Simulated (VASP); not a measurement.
# Pt (P6_3/mmc) in VASP: a series of runs

The runs below take Pt through equation of state, with PBE, PBEsol.

All numbers are computed with VASP 6.6.1; they aren't measurements. Logs are shortened: lines on timing, memory, paths and dates and some standing lists are left out, and cuts for length are marked.

**1. Starting point**

Symmetry: P6_3/mmc, No. 194, hexagonal system. The conventional cell has a = 2.761 Å, b = 2.761 Å, c = 4.792 Å, α = 90.00°, β = 90.00°, γ = 120.00°. Pt (site symmetry -6m2) is surrounded by 12 Pt at 2.76 to 2.88 Å.

This isn't the form of Pt at room conditions, which is fcc.

**2. Equation of state, PBE, 14.87 Å³/atom (volume scaled by 0.94)**

INCAR

```
PREC = Accurate
ENCUT = 520
EDIFF = 1E-7
ISMEAR = -1
SIGMA = 0.05
LREAL = False
LASPH = True
NELM = 100
ALGO = Normal
ISIF = 2
LWAVE = False
LCHARG = False
GGA = PE
NBANDS = 17
```

KPOINTS

```
Automatic mesh
0
Gamma
  11 11 6
```

POSCAR

```
Pt
1.0
    2.7043096880      0.0000000000      0.0000000000
   -1.3521548440      2.3420008895      0.0000000000
    0.0000000000      0.0000000000      4.6943078975
Pt
2
Direct
    0.3333333333      0.6666666667      0.2500000000
    0.6666666667      0.3333333333      0.7500000000
```

Potentials or basis: VASP PAW PBE potentials, release 64 (Pt).

On the command line:

```console
cat potpaw_PBE.64/Pt/POTCAR > POTCAR
mpirun -np 1 vasp_std > vasp.out
```

OUTCAR:

```text
PREC = Accurate
   ENCUT = 520
   EDIFF = 1E-7
   ISMEAR = -1
   LREAL = False
   LASPH = True
   NELM = 100
   ISIF = 2
   GGA = PE

 Found     64 irreducible k-points:

 Following reciprocal coordinates:
            Coordinates               Weight
  0.000000  0.000000  0.000000      1.000000
  0.090909  0.000000  0.000000      6.000000
  0.181818  0.000000  0.000000      6.000000
  0.272727  0.000000  0.000000      6.000000
  0.363636  0.000000  0.000000      6.000000
  0.454545  0.000000  0.000000      6.000000
   k-points           NKPTS =     64   k-points in BZ     NKDIM =     64   number of bands    NBANDS=     17
   number of dos      NEDOS =    301   number of ions     NIONS =      2
   total plane-waves  NPLWV =  14400
   dimension x,y,z NGX =    20 NGY =   20 NGZ =   36
   dimension x,y,z NGXF=    40 NGYF=   40 NGZF=   72
   ions per type =               2
   NGX,Y,Z   is equivalent  to a cutoff of  12.29, 12.29, 12.75 a.u.
   NGXF,Y,Z  is equivalent  to a cutoff of  24.59, 24.59, 25.50 a.u.
 SYSTEM =  unknown system
   PREC   = accura    normal or accurate (medium, high low for compatibility)
   ISTART =      0    job   : 0-new  1-cont  2-samecut
   ICHARG =      2    charge: 1-file 2-atom 10-const
   ISPIN  =      1    spin polarized calculation?
   LNONCOLLINEAR =      F non collinear calculations
   LSORBIT =      F    spin-orbit coupling
   LASPH  =      T    aspherical Exc in radial PAW
   ENCUT  =  520.0 eV  38.22 Ry    6.18 a.u.   5.03  5.03  8.73*2*pi/ulx,y,z
   NELM   =    100;   NELMIN=  2; NELMDL= -5     # of ELM steps
   EDIFF  = 0.1E-06   stopping-criterion for ELM
   LREAL  =      F    real-space projection
   EDIFFG = 0.1E-05   stopping-criterion for IOM
   NSW    =      0    number of steps for IOM
   IBRION =     -1    ionic relax: 0-MD 1-quasi-New 2-CG
   NFREE  =      0    steps in history (QN), initial steepest desc. (CG)
   ISIF   =      2    stress and relaxation
   ISYM   =      2    0-nonsym 1-usesym 2-fastsym
   POTIM  = 0.5000    time-step for ionic-motion
   TEBEG  =    0.0;   TEEND  =   0.0 temperature during run
   PSTRESS=    0.0 pullay stress
   NELECT =      20.0000    total number of electrons
   NUPDOWN=      -1.0000    fix difference up-down
   EMIN   =  10.00;   EMAX   =-10.00  energy-range for DOS
   EFERMI =   0.00;   METHOD = LEGACY
   ISMEAR =    -1;   SIGMA  =   0.05  broadening in eV -4-tet -1-fermi 0-gaus
   EFERMI_NEDOS =   21; number of points for ismear=-14 and -15
   IALGO  =     38    algorithm
   IMIX   =      4    mixing-type and parameters
     AMIX     =   0.40;   BMIX     =  1.00
     AMIX_MAG =   1.60;   BMIX_MAG =  1.00
  volume/ion in A,a.u.               =      14.87       100.32
  Fermi-wavevector in a.u.,A,eV,Ry     =   1.434431  2.710682 27.995262  2.057594
  Thomas-Fermi vector in A             =   2.553841
   LORBIT       =      0    0 simple, 1 ext, 2 COOP (PROOUT), +10 PAW based schemes
   GGA     = PE    functional components
   LHFCALC =     F    Hartree Fock is set to
   AEXX    =    0.0000 exact exchange contribution
   IVDW    =     0    specifies the selected vdW correction
   LEPSILON=     F    determine dielectric tensor
   LRPA    =     F    only Hartree local field effects (RPA)
 non-spin polarized calculation
  energy-cutoff  :      520.00
  volume of cell :       29.73
 maximum number of plane-waves:       823
 NGX is ok and might be reduce to    20
   NGX =  9   NGY =  9   NGZ = 17

 number of electron      20.0000002 magnetization

 Free energy of the ion-electron system (eV)
  ---------------------------------------------------
  ext. energy  EPLUGINS =         0.00000000
  ---------------------------------------------------
  free energy    TOTEN  =       -12.00009971 eV

  energy without entropy =      -11.96712942  energy(sigma->0) =      -11.98361457

 E-fermi :  11.5155     XC(G=0): -13.5717

 val. band max:       11.5133467925   @ k =   0.2727   0.0909   0.1667
 cond. band min:      11.5186272403   @ k =   0.2727   0.2727   0.5000
 fundamental gap:      0.0052804478
 Fermi energy:        11.5155435866

 k-point     1 :       0.0000    0.0000    0.0000
  band No.  band energies     occupation
      1       1.1611      2.00000
      2       3.8566      2.00000
      3       7.1790      2.00000
      4       7.7564      2.00000
      5       7.7564      2.00000
      6       8.1619      2.00000
[... 9 lines left out ...]
     16      28.7990      0.00000
     17      33.2432      0.00000

 k-point     2 :       0.0909    0.0000    0.0000
  band No.  band energies     occupation
      1       1.4771      2.00000
      2       4.1469      2.00000
      3       7.1337      2.00000
      4       7.7510      2.00000
      5       8.0057      2.00000
      6       8.0134      2.00000
[... 9 lines left out ...]
     16      29.2330      0.00000
     17      31.6627      0.00000

 k-point     3 :       0.1818    0.0000    0.0000
  band No.  band energies     occupation
      1       2.3522      2.00000
      2       4.8355      2.00000
      3       6.8921      2.00000
      4       7.5252      2.00000
      5       7.6146      2.00000
      6       8.2797      2.00000
[... 9 lines left out ...]
     16      29.5566      0.00000
     17      29.6401      0.00000

 k-point     4 :       0.2727    0.0000    0.0000
  band No.  band energies     occupation
      1       3.5028      2.00000
      2       5.1287      2.00000
      3       6.4906      2.00000
      4       7.0997      2.00000
      5       7.3555      2.00000
      6       8.5004      2.00000
[... 9 lines left out ...]
     16      27.3247      0.00000
     17      30.1622      0.00000

 k-point     5 :       0.3636    0.0000    0.0000
  band No.  band energies     occupation
      1       4.3191      2.00000
      2       4.8383      2.00000
      3       5.7132      2.00000
      4       7.4503      2.00000
      5       8.0698      2.00000
      6       8.1626      2.00000
[... 9 lines left out ...]
     16      25.9610      0.00000
     17      26.2095      0.00000

 k-point     6 :       0.4545    0.0000    0.0000
  band No.  band energies     occupation
      1       4.4991      2.00000
      2       4.6346      2.00000
      3       5.3163      2.00000
      4       7.8309      2.00000
      5       8.0987      2.00000
      6       8.1333      2.00000
[... 9 lines left out ...]
     16      23.9597      0.00000
     17      25.1175      0.00000

 [... further k-points ...]

------------------------ aborting loop because EDIFF is reached ----------------------------------------

  FORCE on cell =-STRESS in cart. coord.  units (eV):
  Direction    XX          YY          ZZ          XY          YZ          ZX
  --------------------------------------------------------------------------------------
  -------------------------------------------------------------------------------------
  Total        3.3261234      3.3261234      2.4629906      0.0000000      0.0000000      0.0000000
  in kB      179.2395674    179.2395674    132.7266988      0.0000000      0.0000000      0.0000000
  external PRESSURE =     163.7352779 kB  Pullay stress =       0.0000000 kB

 VOLUME and BASIS-vectors are now :
 -----------------------------------------------------------------------------
  energy-cutoff  :      520.00
  volume of cell :       29.73
      direct lattice vectors                 reciprocal lattice vectors
     2.704309688  0.000000000  0.000000000     0.369780134  0.213492660  0.000000000
    -1.352154844  2.342000889  0.000000000     0.000000000  0.426985320  0.000000000
     0.000000000  0.000000000  4.694307897     0.000000000  0.000000000  0.213023948

 POSITION                                       TOTAL-FORCE (eV/Angst)
 -----------------------------------------------------------------------------------
     -0.00000      1.56133      1.17358         0.000000     -0.000000      0.000000
      1.35215      0.78067      3.52073        -0.000000      0.000000      0.000000
 -----------------------------------------------------------------------------------
    total drift:                                0.000000     -0.000000      0.000000

  FREE ENERGIE OF THE ION-ELECTRON SYSTEM (eV)
  ---------------------------------------------------
  free  energy   TOTEN  =       -12.0000997119 eV

  energy  without entropy=      -11.9671294219  energy(sigma->0) =      -11.98361457
```

OSZICAR:

```text
N       E                     dE             d eps       ncg     rms          rms(c)
DAV:   1     0.102927753116E+03    0.10293E+03   -0.10620E+04  2184   0.115E+03
DAV:   2    -0.108456294106E+02   -0.11377E+03   -0.10815E+03  2331   0.248E+02
DAV:   3    -0.127344322636E+02   -0.18888E+01   -0.18627E+01  2704   0.317E+01
DAV:   4    -0.127438464524E+02   -0.94142E-02   -0.94122E-02  2505   0.231E+00
DAV:   5    -0.127439364596E+02   -0.90007E-04   -0.90007E-04  2733   0.238E-01    0.193E+01
DAV:   6    -0.120875470902E+02    0.65639E+00   -0.94379E-01  2301   0.880E+00    0.103E+01
DAV:   7    -0.120086839457E+02    0.78863E-01   -0.21994E-01  2565   0.425E+00    0.292E+00
DAV:   8    -0.120004703833E+02    0.82136E-02   -0.26895E-02  2346   0.136E+00    0.785E-01
DAV:   9    -0.120000875846E+02    0.38280E-03   -0.37218E-04  2455   0.163E-01    0.252E-02
DAV:  10    -0.120000981859E+02   -0.10601E-04   -0.97863E-06  2667   0.215E-02    0.112E-02
DAV:  11    -0.120000996331E+02   -0.14471E-05   -0.48313E-07  2580   0.543E-03    0.473E-03
DAV:  12    -0.120000997119E+02   -0.78834E-07   -0.69229E-08  1330   0.265E-03
   1 F= -.12000100E+02 E0= -.11983615E+02  d E =-.329703E-01
```

Wall time 23 s (1 thread of Intel Xeon Platinum 8488C (Sapphire Rapids), shared host); peak memory 0.15 GiB.

Results:

* Free energy: -12.0001 eV
* Pressure: 16.4 GPa
* Band gap on the k mesh: none (metal or under the smearing width)

**3. Equation of state, PBE, 15.18 Å³/atom (volume scaled by 0.96)**

INCAR

```
PREC = Accurate
ENCUT = 520
EDIFF = 1E-7
ISMEAR = -1
SIGMA = 0.05
LREAL = F
LASPH = T
NELM = 60
ALGO = Normal
ISIF = 2
LWAVE = F
LCHARG = F
GGA = PE
NBANDS = 17
```

KPOINTS

```
regular mesh
0
Gamma
  11 11 6
```

POSCAR

```
Pt
1.0
    2.7233547499      0.0000000000      0.0000000000
   -1.3616773750      2.3584943969      0.0000000000
    0.0000000000      0.0000000000      4.7273674930
Pt
2
Direct
    0.3333333333      0.6666666667      0.2500000000
    0.6666666667      0.3333333333      0.7500000000
```

Potentials or basis: VASP PAW PBE potentials, release 64 (Pt).

On the command line:

```console
cat potpaw_PBE.64/Pt/POTCAR > POTCAR
mpirun -np 1 vasp_std > vasp.out
```

Run time: 25 s. Hardware: 1 thread of Intel Xeon Platinum 8488C (Sapphire Rapids), shared host; peak memory 0.15 GiB.

The run converged. Its results:

- Free energy: -12.0520 eV
- Pressure: 9.8 GPa
- Band gap on the k mesh: none (metal or under the smearing width)

[end of part 1 of 2]
